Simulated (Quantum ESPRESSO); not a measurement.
# BN (F-43m) in Quantum ESPRESSO: notebook

One crystal, BN, is run at these levels: PBE; tasks: band structure, single point, equation of state.

All numbers are computed with Quantum ESPRESSO 7.5; they aren't measurements. Logs are shortened: lines on timing, memory, paths and dates and some standing lists are left out, and cuts for length are marked.

**Experimental background.**

A printed reference work, monograph reports, for a bulk crystal of BN at 300 K: band gap 6.4 eV (indirect).

From “Effect of nanostructuration on compressibility of cubic BN”, 2012, arxiv:1208.3664, for a bulk crystal of BN at 300 K: bulk modulus 395 ± 2 GPa.

The runs below are set against these values where they give the same quantity.

## (1) The crystal as given

The structure is cubic, space group F-43m (No. 216). The conventional cell has a = 3.626 Å, b = 3.626 Å, c = 3.626 Å, α = 90.00°, β = 90.00°, γ = 90.00°. N (site symmetry -43m) has 4 B at 1.57 Å as nearest neighbours. Around B (site symmetry -43m) lie 4 N at 1.57 Å.

The cell is a database's computed one.

## (2) Band structure, PBE

The input, pw.in:

```
&CONTROL
  calculation = 'scf'
  prefix = 'pwscf'
  outdir = './tmp'
  pseudo_dir = './pseudo'
  tprnfor = .true.
  tstress = .true.
  disk_io = 'low'
/
&SYSTEM
  ibrav = 0
  nat = 2
  ntyp = 2
  ecutwfc = 84
  nbnd = 9
  occupations = 'smearing'
  smearing = 'fd'
  degauss = 0.00367493
/
&ELECTRONS
  conv_thr = 4d-10
  electron_maxstep = 120
  mixing_beta = 0.5
/
ATOMIC_SPECIES
N     14.0070 N.upf
B     10.8100 B.upf
CELL_PARAMETERS bohr
   0.0000000000    3.4260753537    3.4260753537
   3.4260753537    0.0000000000    3.4260753537
   3.4260753537    3.4260753537    0.0000000000
ATOMIC_POSITIONS bohr
N      1.7130376768    1.7130376768    1.7130376768
B      0.0000000000    0.0000000000    0.0000000000
K_POINTS automatic
13 13 13 0 0 0
```

The input, bands.in:

```
&CONTROL
  calculation = 'bands'
  prefix = 'pwscf'
  outdir = './tmp'
  pseudo_dir = './pseudo'
  disk_io = 'low'
  verbosity = 'high'
/
&SYSTEM
  ibrav = 0
  nat = 2
  ntyp = 2
  ecutwfc = 84
  nbnd = 9
  occupations = 'smearing'
  smearing = 'fd'
  degauss = 0.00367493
/
&ELECTRONS
  conv_thr = 1d-08
  electron_maxstep = 120
  mixing_beta = 0.5
  diago_full_acc = .true.
/
ATOMIC_SPECIES
N     14.0070 N.upf
B     10.8100 B.upf
CELL_PARAMETERS bohr
   0.0000000000    3.4260753537    3.4260753537
   3.4260753537    0.0000000000    3.4260753537
   3.4260753537    3.4260753537    0.0000000000
ATOMIC_POSITIONS bohr
N      1.7130376768    1.7130376768    1.7130376768
B      0.0000000000    0.0000000000    0.0000000000
K_POINTS crystal
60
 0.0000000000  0.0000000000  0.0000000000 1
 0.0625000000  0.0000000000  0.0625000000 1
 0.1250000000  0.0000000000  0.1250000000 1
 0.1875000000  0.0000000000  0.1875000000 1
 0.2500000000  0.0000000000  0.2500000000 1
 0.3125000000  0.0000000000  0.3125000000 1
 0.3750000000  0.0000000000  0.3750000000 1
 0.4375000000  0.0000000000  0.4375000000 1
 0.5000000000  0.0000000000  0.5000000000 1
 0.5000000000  0.0625000000  0.5625000000 1
 0.5000000000  0.1250000000  0.6250000000 1
 0.5000000000  0.1875000000  0.6875000000 1
 0.5000000000  0.2500000000  0.7500000000 1
 0.4375000000  0.3125000000  0.7500000000 1
 0.3750000000  0.3750000000  0.7500000000 1
 0.3375000000  0.3375000000  0.6750000000 1
 0.3000000000  0.3000000000  0.6000000000 1
 0.2625000000  0.2625000000  0.5250000000 1
 0.2250000000  0.2250000000  0.4500000000 1
 0.1875000000  0.1875000000  0.3750000000 1
 0.1500000000  0.1500000000  0.3000000000 1
 0.1125000000  0.1125000000  0.2250000000 1
 0.0750000000  0.0750000000  0.1500000000 1
 0.0375000000  0.0375000000  0.0750000000 1
 0.0000000000  0.0000000000  0.0000000000 1
 0.0625000000  0.0625000000  0.0625000000 1
 0.1250000000  0.1250000000  0.1250000000 1
 0.1875000000  0.1875000000  0.1875000000 1
 0.2500000000  0.2500000000  0.2500000000 1
 0.3125000000  0.3125000000  0.3125000000 1
 0.3750000000  0.3750000000  0.3750000000 1
 0.4375000000  0.4375000000  0.4375000000 1
 0.5000000000  0.5000000000  0.5000000000 1
 0.5250000000  0.4500000000  0.5250000000 1
 0.5500000000  0.4000000000  0.5500000000 1
 0.5750000000  0.3500000000  0.5750000000 1
 0.6000000000  0.3000000000  0.6000000000 1
 0.6250000000  0.2500000000  0.6250000000 1
 0.5833333333  0.2500000000  0.6666666667 1
 0.5416666667  0.2500000000  0.7083333333 1
 0.5000000000  0.2500000000  0.7500000000 1
 0.5000000000  0.2857142857  0.7142857143 1
 0.5000000000  0.3214285714  0.6785714286 1
 0.5000000000  0.3571428571  0.6428571429 1
 0.5000000000  0.3928571429  0.6071428571 1
 0.5000000000  0.4285714286  0.5714285714 1
 0.5000000000  0.4642857143  0.5357142857 1
 0.5000000000  0.5000000000  0.5000000000 1
 0.4821428571  0.4821428571  0.5357142857 1
 0.4642857143  0.4642857143  0.5714285714 1
 0.4464285714  0.4464285714  0.6071428571 1
 0.4285714286  0.4285714286  0.6428571429 1
 0.4107142857  0.4107142857  0.6785714286 1
 0.3928571429  0.3928571429  0.7142857143 1
 0.3750000000  0.3750000000  0.7500000000 1
 0.6250000000  0.2500000000  0.6250000000 1
 0.5937500000  0.1875000000  0.5937500000 1
 0.5625000000  0.1250000000  0.5625000000 1
 0.5312500000  0.0625000000  0.5312500000 1
 0.5000000000  0.0000000000  0.5000000000 1
```

Potentials or basis: PseudoDojo 0.4.1 SR PBE standard.

On the command line:

```sh
> OMP_NUM_THREADS=1 pw.x -in pw.in > pw.out
> OMP_NUM_THREADS=1 pw.x -in bands.in > bands.out
```

pw.out:

```text
This program is part of the open-source Quantum ESPRESSO suite
     for quantum simulation of materials; please cite
         "P. Giannozzi et al., J. Phys.:Condens. Matter 21 395502 (2009);
         "P. Giannozzi et al., J. Phys.:Condens. Matter 29 465901 (2017);
         "P. Giannozzi et al., J. Chem. Phys. 152 154105 (2020);
     in publications or presentations arising from this work. More details at

     Message from routine setup:
     using ibrav=0 with symmetry is DISCOURAGED, use correct ibrav instead

     G-vector sticks info
     --------------------
     sticks:   dense  smooth     PW     G-vecs:    dense   smooth      PW
     Sum         547     547    163                 8363     8363    1459

     Using Slab Decomposition

     bravais-lattice index     =            0
     lattice parameter (alat)  =       4.8452  a.u.
     unit-cell volume          =      80.4305 (a.u.)^3
     number of atoms/cell      =            2
     number of atomic types    =            2
     number of electrons       =         8.00
     number of Kohn-Sham states=            9
     kinetic-energy cutoff     =      84.0000  Ry
     charge density cutoff     =     336.0000  Ry
     scf convergence threshold =      4.0E-10
     mixing beta               =       0.5000
     number of iterations used =            8  plain     mixing
     Exchange-correlation= PBE
                           (   1   4   3   4   0   0   0)

     celldm(1)=   4.845202  celldm(2)=   0.000000  celldm(3)=   0.000000
     celldm(4)=   0.000000  celldm(5)=   0.000000  celldm(6)=   0.000000

     crystal axes: (cart. coord. in units of alat)
               a(1) = (   0.000000   0.707107   0.707107 )
               a(2) = (   0.707107   0.000000   0.707107 )
               a(3) = (   0.707107   0.707107   0.000000 )

     reciprocal axes: (cart. coord. in units 2 pi/alat)
               b(1) = ( -0.707107  0.707107  0.707107 )
               b(2) = (  0.707107 -0.707107  0.707107 )
               b(3) = (  0.707107  0.707107 -0.707107 )

     PseudoPot. # 1 for N  read from file:
     N.upf
     Pseudo is Norm-conserving + core correction, Zval =  5.0
     Generated using ONCVPSP code by D. R. Hamann
     Using radial grid of 1058 points,  4 beta functions with:
                l(1) =   0
                l(2) =   0
                l(3) =   1
                l(4) =   1

     PseudoPot. # 2 for B  read from file:
     B.upf
     Pseudo is Norm-conserving + core correction, Zval =  3.0
     Generated using ONCVPSP code by D. R. Hamann
     Using radial grid of 1534 points,  4 beta functions with:
                l(1) =   0
                l(2) =   0
                l(3) =   1
                l(4) =   1

     atomic species   valence    mass     pseudopotential
     N                 5.00    14.00700     N ( 1.00)
     B                 3.00    10.81000     B ( 1.00)

     24 Sym. Ops. (no inversion) found

   Cartesian axes

     site n.     atom                  positions (alat units)
         1        N      tau(   1) = (   0.3535534   0.3535534   0.3535534  )
         2        B      tau(   2) = (   0.0000000   0.0000000   0.0000000  )

     number of k points=    84  Fermi-Dirac smearing, width (Ry)=  0.0037
                       cart. coord. in units 2pi/alat
        k(    1) = (   0.0000000   0.0000000   0.0000000), wk =   0.0009103
        k(    2) = (   0.0543928   0.0543928  -0.0543928), wk =   0.0072827
        k(    3) = (   0.1087857   0.1087857  -0.1087857), wk =   0.0072827
        k(    4) = (   0.1631785   0.1631785  -0.1631785), wk =   0.0072827
        k(    5) = (   0.2175713   0.2175713  -0.2175713), wk =   0.0072827
        k(    6) = (   0.2719641   0.2719641  -0.2719641), wk =   0.0072827
[... 76 lines left out ...]
        k(   83) = (   0.0000000  -0.4351426   0.6527140), wk =   0.0218480
        k(   84) = (  -0.0543928  -0.3807498   0.7071068), wk =   0.0218480

     Dense  grid:     8363 G-vectors     FFT dimensions: (  30,  30,  30)

     Initial potential from superposition of free atoms

     starting charge       7.9997, renormalised to       8.0000
     Starting wfcs are    8 randomized atomic wfcs +    1 random wfcs

     Self-consistent Calculation

     iteration #  1     ecut=    84.00 Ry     beta= 0.50
     Davidson diagonalization with overlap
     ethr =  1.00E-02,  avg # of iterations =  5.2

     total energy              =     -26.76620940 Ry
     estimated scf accuracy    <       0.21183490 Ry

     iteration #  2     ecut=    84.00 Ry     beta= 0.50
     Davidson diagonalization with overlap
     ethr =  2.65E-03,  avg # of iterations =  1.1

     total energy              =     -26.80371297 Ry
     estimated scf accuracy    <       0.02091776 Ry

     iteration #  3     ecut=    84.00 Ry     beta= 0.50
     Davidson diagonalization with overlap
     ethr =  2.61E-04,  avg # of iterations =  1.0

     total energy              =     -26.80545730 Ry
     estimated scf accuracy    <       0.00335542 Ry

     iteration #  4     ecut=    84.00 Ry     beta= 0.50
     Davidson diagonalization with overlap
     ethr =  4.19E-05,  avg # of iterations =  1.4

     total energy              =     -26.80560099 Ry
     estimated scf accuracy    <       0.00004984 Ry

     iteration #  5     ecut=    84.00 Ry     beta= 0.50
     Davidson diagonalization with overlap
     ethr =  6.23E-07,  avg # of iterations =  3.2

     total energy              =     -26.80561171 Ry
     estimated scf accuracy    <       0.00000718 Ry

     iteration #  6     ecut=    84.00 Ry     beta= 0.50
     Davidson diagonalization with overlap
     ethr =  8.97E-08,  avg # of iterations =  1.0

     total energy              =     -26.80561298 Ry
     estimated scf accuracy    <       0.00000002 Ry

     iteration #  7     ecut=    84.00 Ry     beta= 0.50
     Davidson diagonalization with overlap
     ethr =  1.93E-10,  avg # of iterations =  3.2

     total energy              =     -26.80561300 Ry
     estimated scf accuracy    <       0.00000002 Ry

     iteration #  8     ecut=    84.00 Ry     beta= 0.50
     Davidson diagonalization with overlap
     ethr =  1.93E-10,  avg # of iterations =  1.0

     End of self-consistent calculation

          k = 0.0000 0.0000 0.0000 (  1037 PWs)   bands (ev):

    -9.0969  11.0109  11.0109  11.0109  19.8434  19.8434  19.8434  21.2286
    35.5845

          k = 0.0544 0.0544-0.0544 (  1028 PWs)   bands (ev):

    -8.9539  10.2319  10.8573  10.8573  20.0129  20.0757  20.0757  21.7180
    35.4404

          k = 0.1088 0.1088-0.1088 (  1025 PWs)   bands (ev):

    -8.5293   8.3851  10.4724  10.4724  20.2812  20.6375  20.6375  22.9099
    35.0057

          k = 0.1632 0.1632-0.1632 (  1041 PWs)   bands (ev):

    -7.8395   6.1491  10.0061  10.0061  20.5493  21.2293  21.2293  24.1809
    34.4863

          k = 0.2176 0.2176-0.2176 (  1056 PWs)   bands (ev):

    -6.9245   3.9096   9.5806   9.5806  20.7979  21.6036  21.6036  25.1790
    34.1774

          k = 0.2720 0.2720-0.2720 (  1038 PWs)   bands (ev):

    -5.8908   1.9323   9.2681   9.2681  20.9872  21.7303  21.7303  25.8225
    34.1721

          k = 0.3264 0.3264-0.3264 (  1044 PWs)   bands (ev):

    -5.0547   0.6088   9.1046   9.1046  21.0875  21.7384  21.7384  26.1314
    34.3190

          k = 0.1088-0.0000 0.0000 (  1014 PWs)   bands (ev):

    -8.9063  10.5030  10.5437  10.5437  19.5398  20.4674  20.4674  21.7784
    34.2473

          k = 0.1632 0.0544-0.0544 (  1033 PWs)   bands (ev):

    -8.5757   9.0069  10.0535  10.4496  19.5641  20.9677  21.1587  22.6275
    32.6701

          k = 0.2176 0.1088-0.1088 (  1037 PWs)   bands (ev):

    -7.9741   6.9170   9.5477  10.0941  19.9668  21.3381  21.8508  23.7492
    31.9365

          k = 0.2720 0.1632-0.1632 (  1042 PWs)   bands (ev):

    -7.1317   4.6985   9.1385   9.6161  20.4152  21.6369  22.2830  24.7049
    32.1472

          k = 0.3264 0.2176-0.2176 (  1047 PWs)   bands (ev):

    -6.1250   2.6372   8.8866   9.1483  20.7465  21.7803  22.3842  25.5224
    32.8706

          k = 0.3807 0.2720-0.2720 (  1044 PWs)   bands (ev):

    -5.1744   1.0558   8.7752   8.8167  20.9858  21.7951  22.2728  26.1325
    33.4640

          k =-0.2720-0.3807 0.3807 (  1050 PWs)   bands (ev):

    -4.8385   0.5595   8.5470   8.9300  21.2041  21.7528  22.0947  26.3367
    33.7373
[... 303 lines left out ...]
    -5.6096   4.0699   6.0459   7.9993  19.7118  22.9093  23.8807  25.7986
    30.6944

          k =-0.2176-0.4351 0.6527 (  1049 PWs)   bands (ev):

    -4.7086   2.9387   5.4846   7.3769  20.2743  22.6693  24.6334  26.6157
    30.4609

          k =-0.1632-0.3807 0.5983 (  1051 PWs)   bands (ev):

    -4.0289   2.0271   5.3586   6.9550  20.5072  22.5848  25.6290  27.0523
    29.5894

          k =-0.1632-0.4895 0.7071 (  1047 PWs)   bands (ev):

    -4.3984   3.2808   5.3662   6.3809  18.9286  22.9123  24.7748  27.5941
    30.4751

          k =-0.1088-0.4351 0.6527 (  1048 PWs)   bands (ev):

    -3.7373   2.8036   4.6925   5.9409  19.6845  23.6653  24.7603  27.6742
    29.8123

          k =-0.0544-0.3807 0.5983 (  1051 PWs)   bands (ev):

    -3.5501   2.6998   4.2085   6.0893  20.2604  23.5496  25.7270  26.9869
    29.3037

          k = 0.0000-0.3264 0.5439 (  1052 PWs)   bands (ev):

    -3.9653   2.8708   4.4031   6.6387  20.6042  22.8980  25.2018  27.5028
    29.3538

          k =-0.0544-0.4895 0.7071 (  1047 PWs)   bands (ev):

    -3.4998   2.8415   5.0266   5.2370  18.4751  22.7128  26.0704  28.0315
    30.4823

          k = 0.0000-0.4351 0.6527 (  1051 PWs)   bands (ev):

    -3.3325   3.1239   3.9665   5.4425  19.4752  23.9521  25.3286  27.1788
    30.0870

          k =-0.0544-0.3807 0.7071 (  1054 PWs)   bands (ev):

    -3.3475   3.2409   4.1299   5.0255  20.4892  23.9863  25.0875  26.4949
    29.9970

     the Fermi energy is    13.2438 ev

!    total energy              =     -26.80561300 Ry
     estimated scf accuracy    <          2.4E-10 Ry
     smearing contrib. (-TS)   =       0.00000000 Ry
     internal energy E=F+TS    =     -26.80561300 Ry

     The total energy is F=E-TS. E is the sum of the following terms:
     one-electron contribution =       4.58468599 Ry
     hartree contribution      =       3.60102472 Ry
     xc contribution           =      -8.73046091 Ry
     ewald contribution        =     -26.26086280 Ry

     convergence has been achieved in   8 iterations

     Forces acting on atoms (cartesian axes, Ry/au):

     atom    1 type  1   force =    -0.00000000    0.00000000   -0.00000000
     atom    2 type  2   force =    -0.00000000   -0.00000000   -0.00000000

     Total force =     0.000000     Total SCF correction =     0.000000

     Computing stress (Cartesian axis) and pressure

          total   stress  (Ry/bohr**3)                   (kbar)     P=       -7.94
  -0.00005394  -0.00000000   0.00000000           -7.94       -0.00        0.00
  -0.00000000  -0.00005394   0.00000000           -0.00       -7.94        0.00
   0.00000000   0.00000000  -0.00005394            0.00        0.00       -7.94

=------------------------------------------------------------------------------=
   JOB DONE.
=------------------------------------------------------------------------------=
```

Wall time 6.8 s (1 thread of Intel Xeon 6985P-C at 2.30GHz (Granite Rapids), shared host); peak memory 0.09 GiB.

What came out:

```
Free energy             : -364.7089 eV
Pressure                : -0.8 GPa
Band gap on the k mesh  : 4.60 eV, indirect (least direct gap 8.83 eV)
Band gap along the path : 4.52 eV, indirect (least direct gap 8.83 eV)
```

Levels at the corners of the path, in eV from the valence-band top:
```
point  band 1  band 2  band 3  band 4  band 5  band 6  band 7  band 8  band 9
    Γ  -20.11    0.00    0.00    0.00    8.83    8.83    8.83   10.22   24.57
    X  -14.57   -8.85   -4.86   -4.86    4.52    9.29   17.77   17.77   20.60
    W  -14.27   -7.54   -6.89   -6.44    9.61   13.23   14.55   14.55   19.16
    K  -14.49   -8.07   -7.58   -4.04    6.95   12.86   15.72   16.54   18.61
    Γ  -20.11    0.00    0.00    0.00    8.83    8.83    8.83   10.22   24.57
    L  -15.93  -10.60   -1.93   -1.93   10.09   10.73   10.73   15.16   23.34
    U  -14.49   -8.07   -7.58   -4.04    6.95   12.86   15.72   16.54   18.61
    W  -14.27   -7.54   -6.89   -6.44    9.61   13.23   14.55   14.55   19.16
    L  -15.93  -10.60   -1.93   -1.93   10.09   10.73   10.73   15.16   23.34
    K  -14.49   -8.07   -7.58   -4.04    6.95   12.86   15.72   16.54   18.61
    U  -14.49   -8.07   -7.58   -4.04    6.95   12.86   15.72   16.54   18.61
    X  -14.57   -8.85   -4.86   -4.86    4.52    9.29   17.77   17.77   20.60
```

## (3) Single point, PBE, 5.60 Å³/atom

The input, pw.in:

```
&CONTROL
  calculation = 'scf'
  prefix = 'pwscf'
  outdir = './tmp'
  pseudo_dir = './pseudo'
  tprnfor = .true.
  tstress = .true.
  disk_io = 'nowf'
/
&SYSTEM
  ibrav = 0
  nat = 2
  ntyp = 2
  ecutwfc = 84
  nbnd = 9
  occupations = 'smearing'
  smearing = 'fd'
  degauss = 0.00367493
/
&ELECTRONS
  conv_thr = 4d-10
  electron_maxstep = 120
  mixing_beta = 0.5
/
ATOMIC_SPECIES
N     14.0070 N.upf
B     10.8100 B.upf
CELL_PARAMETERS angstrom
   0.0000000000    1.7759905947    1.7759905947
   1.7759905947    0.0000000000    1.7759905947
   1.7759905947    1.7759905947    0.0000000000
ATOMIC_POSITIONS crystal
N      0.2500000000    0.2500000000    0.2500000000
B      0.0000000000    0.0000000000    0.0000000000
K_POINTS automatic
13 13 13 0 0 0
```

Potentials or basis: PseudoDojo 0.4.1 SR PBE standard.

On the command line:

```sh
> OMP_NUM_THREADS=1 pw.x -in pw.in > pw.out
```

pw.out:

```text
This program is part of the open-source Quantum ESPRESSO suite
     for quantum simulation of materials; please cite
         "P. Giannozzi et al., J. Phys.:Condens. Matter 21 395502 (2009);
         "P. Giannozzi et al., J. Phys.:Condens. Matter 29 465901 (2017);
         "P. Giannozzi et al., J. Chem. Phys. 152 154105 (2020);
     in publications or presentations arising from this work. More details at

     Message from routine setup:
     using ibrav=0 with symmetry is DISCOURAGED, use correct ibrav instead

     G-vector sticks info
     --------------------
     sticks:   dense  smooth     PW     G-vecs:    dense   smooth      PW
     Sum         511     511    163                 7799     7799    1459

     Using Slab Decomposition

     bravais-lattice index     =            0
     lattice parameter (alat)  =       4.7463  a.u.
     unit-cell volume          =      75.6047 (a.u.)^3
     number of atoms/cell      =            2
     number of atomic types    =            2
     number of electrons       =         8.00
     number of Kohn-Sham states=            9
[... 201 lines left out ...]

     End of self-consistent calculation

          k = 0.0000 0.0000 0.0000 (   941 PWs)   bands (ev):

    -8.8016  12.0193  12.0193  12.0193  21.1551  21.1551  21.1551  23.2591
    37.7701
[... 413 lines left out ...]
    -2.6277   3.8901   4.7327   5.6314  21.7723  25.6308  26.8635  28.2606
    31.9153

     the Fermi energy is    14.4842 ev

!    total energy              =     -26.80187973 Ry
     estimated scf accuracy    <          2.8E-10 Ry
     smearing contrib. (-TS)   =       0.00000000 Ry
     internal energy E=F+TS    =     -26.80187973 Ry

     The total energy is F=E-TS. E is the sum of the following terms:
     one-electron contribution =       5.34591277 Ry
     hartree contribution      =       3.48552667 Ry
     xc contribution           =      -8.82519830 Ry
     ewald contribution        =     -26.80812087 Ry

     convergence has been achieved in   8 iterations

     Forces acting on atoms (cartesian axes, Ry/au):

     atom    1 type  1   force =     0.00000000    0.00000000   -0.00000000
     atom    2 type  2   force =     0.00000000   -0.00000000    0.00000000

     Total force =     0.000000     Total SCF correction =     0.000000

     Computing stress (Cartesian axis) and pressure

          total   stress  (Ry/bohr**3)                   (kbar)     P=      247.46
   0.00168222  -0.00000000   0.00000000          247.46       -0.00        0.00
  -0.00000000   0.00168222  -0.00000000           -0.00      247.46       -0.00
  -0.00000000  -0.00000000   0.00168222           -0.00       -0.00      247.46

=------------------------------------------------------------------------------=
   JOB DONE.
=------------------------------------------------------------------------------=
```

It took 4.5 s on 1 thread of Intel Xeon 6985P-C at 2.30GHz (Granite Rapids), shared host; peak memory 0.09 GiB.

Results:

```
Free energy            : -364.6582 eV
Pressure               : 24.7 GPa
Band gap on the k mesh : 4.68 eV, indirect (least direct gap 9.14 eV)
```

Caveat: an odd mesh through Γ misses points on the zone boundary, where band edges often lie.

(Part 1 of 2 ends here.)
